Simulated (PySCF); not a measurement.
Molecule: SMILES C1(N)=CC=CC=C1, C₆H₇N.

Structure with atom numbers: `[NH2:1][c:2]1[cH:3][cH:4][cH:5][cH:6][cH:7]1`. Hydrogens are named by the atom that carries them.

Spin–spin couplings on one PBE0-D3(BJ)/def2-SVP geometry, PySCF 2.14, gas phase, non-relativistic, equivalent pairs averaged (spin–dipole term only in couplings to heteroatoms); isotopes $^{1}$H; basis pcJ-1.

Reference values (Hz): $^{3}J$(H(C3),H(C4)) = 8.0 (measured; solution (compiled); Pretsch, Buehlmann, Badertscher, Structure Determination of Organic Compounds, 4th ed., Springer 2009); $^{3}J$(H(C4),H(C5)) = 7.4 (measured; solution (compiled); Pretsch, Buehlmann, Badertscher, Structure Determination of Organic Compounds, 4th ed., Springer 2009).

**Question.** How do the couplings (Hz) change with the functional? Times are CPU seconds on shared hosts with different chips, so compare them loosely.

**Answer.** 
```
functional  functions  $^{3}J$(H(C3),H(C4))  $^{3}J$(H(C4),H(C5))  mean abs. error  core-s
       LDA        259                   7.1                   6.5              0.9      31
       PBE        259                   8.2                   7.5              0.2      53
       KT2        259                  10.0                   8.9              1.8      55
     B3LYP        259                   8.9                   8.2              0.8      43
      PBE0        259                   8.6                   7.9              0.5      59
     B97-2        259                   7.8                   7.2              0.2      71
 BHandHLYP        259                  10.0                   9.3              2.0      85
 CAM-B3LYP        259                   9.1                   8.4              1.0     110
```

Errors compare magnitudes, without vibrational corrections, and the largest couplings weigh most in the mean. Closest: PBE and B97-2, practically level; furthest: BHandHLYP. Left out for a near triplet instability: HF/pcJ-1.
